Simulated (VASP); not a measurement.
# CuAu (P4/mmm) in VASP: further runs

Runs on CuAu. Level: PBE. Tasks: single point.

Program: VASP 6.6.1. These are calculated values, not measurements. Logs are shortened: lines on timing, memory, paths and dates and some standing lists are left out, and cuts for length are marked.

### Step 1. The structure

It takes space group P4/mmm (No. 123, tetragonal). Conventional cell: a = 2.811 Å, b = 2.811 Å, c = 3.685 Å, α = 90.00°, β = 90.00°, γ = 90.00°. Au (site symmetry 4/mmm) is surrounded by 8 Cu at 2.71 Å and 4 Au at 2.81 Å. Around Cu (site symmetry 4/mmm) lie 8 Au at 2.71 Å and 4 Cu at 2.81 Å.

### Step 2. Single point, PBE

INCAR

```
SYSTEM = CuAu
ADDGRID  = .TRUE.       
ALGO     = Normal         ! electronic algorithm
EDIFF    = 1E-6           ! SCF threshold, eV
ENCUT    = 460            ! plane-wave cutoff, eV
GGA      = PE             ! functional
ISIF     = 2              ! what is computed and relaxed
ISMEAR   = 1              ! smearing method
LASPH    = .TRUE.         ! aspherical terms in the spheres
LCHARG   = .FALSE.        ! write CHGCAR
LREAL    = .FALSE.        ! projectors in reciprocal space
LWAVE    = .FALSE.        ! write WAVECAR
NBANDS   = 18             ! bands
NELM     = 100            ! most SCF steps
PREC     = Accurate       ! precision mode
SIGMA    = 0.2            ! smearing width, eV
```

KPOINTS

```
k-points
0
G
  5 5 4
  0 0 0
```

POSCAR

```
CuAu
1.0
    2.8107494552      0.0000000000      0.0000000000
    0.0000000000      2.8107494552      0.0000000000
    0.0000000000      0.0000000000      3.6850000000
Au Cu
1 1
Direct
    0.0000000000      0.0000000000      0.0000000000
    0.5000000000      0.5000000000      0.5000000000
```

Potentials or basis: VASP PAW PBE potentials, release 64 (Au, Cu).

Started as:

```bash
$ cat potpaw_PBE.64/Au/POTCAR potpaw_PBE.64/Cu/POTCAR > POTCAR
$ mpirun -np 1 vasp_std > vasp.out
```

OUTCAR:

```text
SYSTEM = CuAu
   EDIFF = 1E-6
   ENCUT = 460
   GGA = PE
   ISIF = 2
   ISMEAR = 1
   LASPH = .TRUE.
   LREAL = .FALSE.
   NELM = 100
   PREC = Accurate

 Found     18 irreducible k-points:

 Following reciprocal coordinates:
            Coordinates               Weight
  0.000000  0.000000  0.000000      1.000000
  0.200000  0.000000  0.000000      4.000000
  0.400000  0.000000  0.000000      4.000000
  0.200000  0.200000  0.000000      4.000000
  0.400000  0.200000  0.000000      8.000000
  0.400000  0.400000  0.000000      4.000000
   k-points           NKPTS =     18   k-points in BZ     NKDIM =     18   number of bands    NBANDS=     18
   number of dos      NEDOS =    301   number of ions     NIONS =      2
   total plane-waves  NPLWV =  11200
   dimension x,y,z NGX =    20 NGY =   20 NGZ =   28
   dimension x,y,z NGXF=    40 NGYF=   40 NGZF=   56
   ions per type =               1   1
   NGX,Y,Z   is equivalent  to a cutoff of  11.83, 11.83, 12.63 a.u.
   NGXF,Y,Z  is equivalent  to a cutoff of  23.66, 23.66, 25.26 a.u.
 SYSTEM =  CuAu
   PREC   = accura    normal or accurate (medium, high low for compatibility)
   ISTART =      0    job   : 0-new  1-cont  2-samecut
   ICHARG =      2    charge: 1-file 2-atom 10-const
   ISPIN  =      1    spin polarized calculation?
   LNONCOLLINEAR =      F non collinear calculations
   LSORBIT =      F    spin-orbit coupling
   LASPH  =      T    aspherical Exc in radial PAW
   ENCUT  =  460.0 eV  33.81 Ry    5.81 a.u.   4.92  4.92  6.44*2*pi/ulx,y,z
   NELM   =    100;   NELMIN=  2; NELMDL= -5     # of ELM steps
   EDIFF  = 0.1E-05   stopping-criterion for ELM
   LREAL  =      F    real-space projection
   EDIFFG = 0.1E-04   stopping-criterion for IOM
   NSW    =      0    number of steps for IOM
   IBRION =     -1    ionic relax: 0-MD 1-quasi-New 2-CG
   NFREE  =      0    steps in history (QN), initial steepest desc. (CG)
   ISIF   =      2    stress and relaxation
   ISYM   =      2    0-nonsym 1-usesym 2-fastsym
   POTIM  = 0.5000    time-step for ionic-motion
   TEBEG  =    0.0;   TEEND  =   0.0 temperature during run
   PSTRESS=    0.0 pullay stress
   NELECT =      22.0000    total number of electrons
   NUPDOWN=      -1.0000    fix difference up-down
   EMIN   =  10.00;   EMAX   =-10.00  energy-range for DOS
   EFERMI =   0.00;   METHOD = LEGACY
   ISMEAR =     1;   SIGMA  =   0.20  broadening in eV -4-tet -1-fermi 0-gaus
   EFERMI_NEDOS =   21; number of points for ismear=-14 and -15
   IALGO  =     38    algorithm
   IMIX   =      4    mixing-type and parameters
     AMIX     =   0.40;   BMIX     =  1.00
     AMIX_MAG =   1.60;   BMIX_MAG =  1.00
  volume/ion in A,a.u.               =      14.56        98.23
  Fermi-wavevector in a.u.,A,eV,Ry     =   1.491152  2.817868 30.253005  2.223533
  Thomas-Fermi vector in A             =   2.603843
   LORBIT       =      0    0 simple, 1 ext, 2 COOP (PROOUT), +10 PAW based schemes
   GGA     = PE    functional components
   LHFCALC =     F    Hartree Fock is set to
   AEXX    =    0.0000 exact exchange contribution
   IVDW    =     0    specifies the selected vdW correction
   LEPSILON=     F    determine dielectric tensor
   LRPA    =     F    only Hartree local field effects (RPA)
 non-spin polarized calculation
 Methfessel and Paxton  Order N= 1 SIGMA  =   0.20
  energy-cutoff  :      460.00
  volume of cell :       29.11
 maximum number of plane-waves:       667
 NGX is ok and might be reduce to    20
   NGX =  9   NGY =  9   NGZ = 13

 number of electron      22.0000000 magnetization

 Free energy of the ion-electron system (eV)
  ---------------------------------------------------
  ext. energy  EPLUGINS =         0.00000000
  ---------------------------------------------------
  free energy    TOTEN  =        -7.14914391 eV

  energy without entropy =       -7.14727865  energy(sigma->0) =       -7.14852215

 E-fermi :   9.0699     XC(G=0): -12.6627

 val. band max:        9.0308398049   @ k =   0.4000   0.2000   0.5000
 cond. band min:       9.3161302132   @ k =   0.4000   0.4000   0.2500
 fundamental gap:      0.2852904083
 Fermi energy:         9.0699373178

 k-point     1 :       0.0000    0.0000    0.0000
  band No.  band energies     occupation
      1      -1.0316      2.00000
      2       2.1621      2.00000
      3       2.2903      2.00000
      4       4.6788      2.00000
      5       4.6788      2.00000
      6       5.7545      2.00000
[... 10 lines left out ...]
     17      25.5524      0.00000
     18      26.1422      0.00000

 k-point     2 :       0.2000    0.0000    0.0000
  band No.  band energies     occupation
      1      -0.1483      2.00000
      2       2.4873      2.00000
      3       2.9117      2.00000
      4       4.1615      2.00000
      5       4.8869      2.00000
      6       5.3896      2.00000
[... 10 lines left out ...]
     17      25.7226      0.00000
     18      27.5644      0.00000

 k-point     3 :       0.4000    0.0000    0.0000
  band No.  band energies     occupation
      1       1.6756      2.00000
      2       3.1420      2.00000
      3       3.3415      2.00000
      4       4.1127      2.00000
      5       4.7810      2.00000
      6       5.3484      2.00000
[... 10 lines left out ...]
     17      23.8387      0.00000
     18      25.2598      0.00000

 k-point     4 :       0.2000    0.2000    0.0000
  band No.  band energies     occupation
      1       0.7002      2.00000
      2       3.0612      2.00000
      3       3.1923      2.00000
      4       4.0155      2.00000
      5       4.3325      2.00000
      6       4.8924      2.00000
[... 10 lines left out ...]
     17      26.0251      0.00000
     18      26.5595      0.00000

 k-point     5 :       0.4000    0.2000    0.0000
  band No.  band energies     occupation
      1       2.3244      2.00000
      2       3.2281      2.00000
      3       3.2377      2.00000
      4       3.7115      2.00000
      5       4.1028      2.00000
      6       5.4072      2.00000
[... 10 lines left out ...]
     17      21.6596      0.00000
     18      22.9660      0.00000

 k-point     6 :       0.4000    0.4000    0.0000
  band No.  band energies     occupation
      1       1.9115      2.00000
      2       3.0704      2.00000
      3       3.1026      2.00000
      4       3.1043      2.00000
      5       5.9662      2.00000
      6       6.7381      2.00000
[... 10 lines left out ...]
     17      21.1656      0.00000
     18      21.6666      0.00000

 [... further k-points ...]

------------------------ aborting loop because EDIFF is reached ----------------------------------------

  FORCE on cell =-STRESS in cart. coord.  units (eV):
  Direction    XX          YY          ZZ          XY          YZ          ZX
  --------------------------------------------------------------------------------------
  -------------------------------------------------------------------------------------
  Total        0.7680621      0.7680621      0.6283590      0.0000000      0.0000000      0.0000000
  in kB       42.2693078     42.2693078     34.5809278      0.0000000      0.0000000      0.0000000
  external PRESSURE =      39.7065145 kB  Pullay stress =       0.0000000 kB

 VOLUME and BASIS-vectors are now :
 -----------------------------------------------------------------------------
  energy-cutoff  :      460.00
  volume of cell :       29.11
      direct lattice vectors                 reciprocal lattice vectors
     2.810749455  0.000000000  0.000000000     0.355776997  0.000000000  0.000000000
     0.000000000  2.810749455  0.000000000     0.000000000  0.355776997  0.000000000
     0.000000000  0.000000000  3.685000000     0.000000000  0.000000000  0.271370421

 POSITION                                       TOTAL-FORCE (eV/Angst)
 -----------------------------------------------------------------------------------
      0.00000      0.00000      0.00000         0.000000      0.000000      0.000000
      1.40537      1.40537      1.84250         0.000000      0.000000      0.000000
 -----------------------------------------------------------------------------------
    total drift:                               -0.000000      0.000000      0.000000

  FREE ENERGIE OF THE ION-ELECTRON SYSTEM (eV)
  ---------------------------------------------------
  free  energy   TOTEN  =        -7.1491439070 eV

  energy  without entropy=       -7.1472786460  energy(sigma->0) =       -7.14852215
```

OSZICAR:

```text
N       E                     dE             d eps       ncg     rms          rms(c)
DAV:   1     0.119611681589E+03    0.11961E+03   -0.10120E+04   688   0.157E+03
DAV:   2    -0.362207731418E+01   -0.12323E+03   -0.11531E+03   652   0.279E+02
DAV:   3    -0.804831871516E+01   -0.44262E+01   -0.43835E+01   756   0.629E+01
DAV:   4    -0.810932372340E+01   -0.61005E-01   -0.60959E-01   836   0.609E+00
DAV:   5    -0.811071674962E+01   -0.13930E-02   -0.13930E-02   848   0.918E-01    0.114E+01
DAV:   6    -0.754300728924E+01    0.56771E+00   -0.64454E+00   706   0.679E+01    0.533E+00
DAV:   7    -0.721386342162E+01    0.32914E+00   -0.24860E+00   776   0.695E+01    0.540E+00
DAV:   8    -0.715598348528E+01    0.57880E-01   -0.19973E-01   914   0.112E+01    0.259E+00
DAV:   9    -0.714933357136E+01    0.66499E-02   -0.15774E-02   970   0.287E+00    0.119E-01
DAV:  10    -0.714915219665E+01    0.18137E-03   -0.19304E-03   814   0.512E-01    0.856E-02
DAV:  11    -0.714914792779E+01    0.42689E-05   -0.63386E-05   858   0.853E-02    0.244E-02
DAV:  12    -0.714914436575E+01    0.35620E-05   -0.78789E-06  1002   0.699E-02    0.662E-03
DAV:  13    -0.714914390703E+01    0.45872E-06   -0.30983E-07   374   0.108E-02
   1 F= -.71491439E+01 E0= -.71485222E+01  d E =-.186526E-02
```

stdout:

```text
POSCAR found type information on POSCAR AuCu
 POSCAR found :  2 types and       2 ions
 scaLAPACK will be used
 LDA part: xc-table for (Slater+PW92), standard interpolation
 POSCAR, INCAR and KPOINTS ok, starting setup
 FFT: planning ... GRIDC
 FFT: planning ... GRID_SOFT
 FFT: planning ... GRID
 WAVECAR not read
 entering main loop
```

Wall time 12 s (1 thread of Intel Xeon Platinum 8375C at 2.90GHz (Ice Lake), shared host); peak memory 0.19 GiB.

These settings aren't checked as converged: the numbers below hold their error.

Results:

| Item | Value |
| --- | --- |
| Free energy | -7.1491 eV |
| Pressure | 4.0 GPa |
| Band gap on the k mesh | none (metal or under the smearing width) |

Caveat: the k mesh is coarse (spacing up to 0.45 Å⁻¹), so the values aren't converged.

### Step 3. Single point, PBE

INCAR is that of step 2.

KPOINTS is that of step 2.

POSCAR

```
CuAu
1.0
    2.8107494552      0.0000000000      0.0000000000
    0.0000000000      2.8107494552      0.0000000000
    0.0000000000      0.0000000000      3.6850000000
Au Cu
1 1
Direct
    0.0257070000      0.0114430000     -0.0258500000
    0.4994280000      0.4658820000      0.5068750000
```

Potentials or basis: VASP PAW PBE potentials, release 64 (Au, Cu).

Started as:

```bash
$ cat potpaw_PBE.64/Au/POTCAR potpaw_PBE.64/Cu/POTCAR > POTCAR
$ mpirun -np 1 vasp_std > vasp.out
```

Run time: 21 s. Hardware: 1 thread of Intel Xeon Platinum 8375C at 2.90GHz (Ice Lake), shared host; peak memory 0.2 GiB.

These settings aren't checked as converged: the numbers below hold their error.

Results:

| Item | Value |
| --- | --- |
| Free energy | -7.0553 eV |
| Pressure | 6.2 GPa |
| Largest force | 1.083 eV/Å |
| Band gap on the k mesh | none (metal or under the smearing width) |

Caveat: the k mesh is coarse (spacing up to 0.45 Å⁻¹), so the values aren't converged.

### Step 4. The reference run

An earlier run on the cell as given: functional PBEsol; potentials or basis VASP PAW PBE potentials, release 64 (Au, Cu); cutoff 520 eV; k mesh 9 × 9 × 7; occupations fermi-dirac, width 0.05 eV; no spin polarisation.

- Pressure: -3.9 GPa
- Band gap on the k mesh: none (metal or under the smearing width)
